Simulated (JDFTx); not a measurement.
Wanted: the native input for a JDFTx 1.7.0 (patched build) run.

* Task: band structure
* Functional: revPBE
* Potentials or basis: PseudoDojo-SR-PBE-0.5-standard with smoothed tails
* Cutoff: 1034 eV
* Density cutoff: 8272 eV
* k mesh: 10 × 10 × 10
* Occupations: fermi-dirac, width 0.05 eV
* Spin: no spin polarisation
* Band ratio of the Davidson solver: 1.3
* Local potential set to -Z/r beyond: 6 bohr
* Bands: 9
* Density cutoff over wavefunction cutoff: 8
* Max SCF steps: 30
* SCF threshold on the energy: 1e-06 Ha
* Solver of the electrons: minimize
* Further solve for the empty bands: no
* Start: density of an earlier self-consistent run, held fixed
* Path: G-X-W-K-G-L-U-W-L-K-U-X

The system is BP.

```
P B
1.0
     0.00000    2.26900    2.26900
     2.26900    0.00000    2.26900
     2.26900    2.26900    0.00000
P B
1 1
Direct
  0.75000 0.75000 0.75000
  0.00000 0.00000 0.00000
```

These files were run (other wordings do the same):

bands.in

```
include BP.lattice
coords-type Lattice
include BP.ionpos

ion-species pseudo/P.upf
ion-species pseudo/B.upf
elec-cutoff 38 304
elec-ex-corr gga-x-pbe-r gga-c-pbe
elec-smearing Fermi 0.0018374661
elec-n-bands 9
electronic-minimize nIterations 30 energyDiffThreshold 1e-06
davidson-band-ratio 1.3
forces-output-coords Cartesian
include path.kpoints
symmetries none
fix-electron-density run.$VAR

dump-name bands.$VAR
dump End Ecomponents EigStats BandEigs Kpoints Forces
```

BP.lattice

```
lattice \
    0.0000000000     4.2877885768     4.2877885768 \
    4.2877885768     0.0000000000     4.2877885768 \
    4.2877885768     4.2877885768     0.0000000000
```

BP.ionpos

```
ion P      0.7500000000     0.7500000000     0.7500000000 1
ion B      0.0000000000     0.0000000000     0.0000000000 1
```

path.kpoints

```
kpoint +0.0000000000 +0.0000000000 +0.0000000000 0.020000000000
kpoint +0.0714285714 +0.0000000000 +0.0714285714 0.020000000000
kpoint +0.1428571429 +0.0000000000 +0.1428571429 0.020000000000
kpoint +0.2142857143 +0.0000000000 +0.2142857143 0.020000000000
kpoint +0.2857142857 +0.0000000000 +0.2857142857 0.020000000000
kpoint +0.3571428571 +0.0000000000 +0.3571428571 0.020000000000
kpoint +0.4285714286 +0.0000000000 +0.4285714286 0.020000000000
kpoint +0.5000000000 +0.0000000000 +0.5000000000 0.020000000000
kpoint +0.5000000000 +0.0833333333 +0.5833333333 0.020000000000
kpoint +0.5000000000 +0.1666666667 +0.6666666667 0.020000000000
kpoint +0.5000000000 +0.2500000000 +0.7500000000 0.020000000000
kpoint +0.4375000000 +0.3125000000 +0.7500000000 0.020000000000
kpoint +0.3750000000 +0.3750000000 +0.7500000000 0.020000000000
kpoint +0.3281250000 +0.3281250000 +0.6562500000 0.020000000000
kpoint +0.2812500000 +0.2812500000 +0.5625000000 0.020000000000
kpoint +0.2343750000 +0.2343750000 +0.4687500000 0.020000000000
kpoint +0.1875000000 +0.1875000000 +0.3750000000 0.020000000000
kpoint +0.1406250000 +0.1406250000 +0.2812500000 0.020000000000
kpoint +0.0937500000 +0.0937500000 +0.1875000000 0.020000000000
kpoint +0.0468750000 +0.0468750000 +0.0937500000 0.020000000000
kpoint +0.0000000000 +0.0000000000 +0.0000000000 0.020000000000
kpoint +0.0833333333 +0.0833333333 +0.0833333333 0.020000000000
kpoint +0.1666666667 +0.1666666667 +0.1666666667 0.020000000000
kpoint +0.2500000000 +0.2500000000 +0.2500000000 0.020000000000
kpoint +0.3333333333 +0.3333333333 +0.3333333333 0.020000000000
kpoint +0.4166666667 +0.4166666667 +0.4166666667 0.020000000000
kpoint +0.5000000000 +0.5000000000 +0.5000000000 0.020000000000
kpoint +0.5250000000 +0.4500000000 +0.5250000000 0.020000000000
kpoint +0.5500000000 +0.4000000000 +0.5500000000 0.020000000000
kpoint +0.5750000000 +0.3500000000 +0.5750000000 0.020000000000
kpoint +0.6000000000 +0.3000000000 +0.6000000000 0.020000000000
kpoint +0.6250000000 +0.2500000000 +0.6250000000 0.020000000000
kpoint +0.5625000000 +0.2500000000 +0.6875000000 0.020000000000
kpoint +0.5000000000 +0.2500000000 +0.7500000000 0.020000000000
kpoint +0.5000000000 +0.2916666667 +0.7083333333 0.020000000000
kpoint +0.5000000000 +0.3333333333 +0.6666666667 0.020000000000
kpoint +0.5000000000 +0.3750000000 +0.6250000000 0.020000000000
kpoint +0.5000000000 +0.4166666667 +0.5833333333 0.020000000000
kpoint +0.5000000000 +0.4583333333 +0.5416666667 0.020000000000
kpoint +0.5000000000 +0.5000000000 +0.5000000000 0.020000000000
kpoint +0.4791666667 +0.4791666667 +0.5416666667 0.020000000000
kpoint +0.4583333333 +0.4583333333 +0.5833333333 0.020000000000
kpoint +0.4375000000 +0.4375000000 +0.6250000000 0.020000000000
kpoint +0.4166666667 +0.4166666667 +0.6666666667 0.020000000000
kpoint +0.3958333333 +0.3958333333 +0.7083333333 0.020000000000
kpoint +0.3750000000 +0.3750000000 +0.7500000000 0.020000000000
kpoint +0.6250000000 +0.2500000000 +0.6250000000 0.020000000000
kpoint +0.5833333333 +0.1666666667 +0.5833333333 0.020000000000
kpoint +0.5416666667 +0.0833333333 +0.5416666667 0.020000000000
kpoint +0.5000000000 +0.0000000000 +0.5000000000 0.020000000000
```

Potentials or basis: PseudoDojo-SR-PBE-0.5-standard with smoothed tails.

Run with:

```sh
$ jdftx -c 1 -i bands.in -o bands.out
```

It gave:

- Band gap along the path: 1.30 eV, indirect (least direct gap 3.41 eV)

It took 12 s on 1 thread of Arm Neoverse V2 (shared host), peak memory 0.1 GiB.
